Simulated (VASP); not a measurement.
**Ir: single point with PBEsol**

Ir:

```
Ir
1.0
     0.00000    1.91970    2.13567
     1.91970    0.00000    2.13567
     1.91970    1.91970    0.00000
Ir
1
Direct
  0.00000 0.00000 0.00000
```

The cell isn't the ideal one: strain +0.1125 x Voigt [0, 0, 1, 0, 0, 0], atoms carried along.

- Program: VASP 6.6.1
- Task: single point
- Functional: PBEsol
- Potentials or basis: VASP PAW PBE potentials, release 64 (Ir)
- Cutoff: 520 eV
- k mesh: 22 × 22 × 22
- Occupations: gaussian, width 0.15 eV
- Spin: no spin polarisation

The pressure is -30.1 GPa. The band gap on the k mesh is none (metal or under the smearing width).

Stress tensor (GPa, compression positive):
```
-20.52   0.00   0.00
  0.00 -20.52   0.00
  0.00   0.00 -49.17
```

Levels at points of the mesh, in eV from the Fermi level:
```csv
k point,band 1,band 2,band 3,band 4,band 5,band 6,band 7,band 8
"(0.00, 0.00, 0.00)",-10.03,-4.08,-2.77,-2.77,-1.87,-0.21,14.70,17.74
"(0.50, 0.00, 0.00)",-7.01,-3.94,-2.70,-0.45,0.49,1.01,6.36,13.67
"(0.50, 0.50, 0.00)",-6.88,-6.22,0.47,0.90,1.15,1.15,7.41,12.51
"(0.50, 0.00, 0.50)",-6.69,-6.17,0.55,0.59,1.91,2.46,10.11,10.31
```

Wall time 96 s on 1 thread of Intel(R) Xeon(R) Platinum 8375C CPU @ 2.90GHz (Ice Lake), on a shared host, peak memory 0.26 GiB.

Caveat: the cell as given lies far from equilibrium; so large a pressure means that the cell lies far from this level's equilibrium, or that cutoff or potentials fall short; the potentials were made for another functional, which shifts forces and pressure. Spin-orbit coupling is left out, which matters for the levels of Ir.
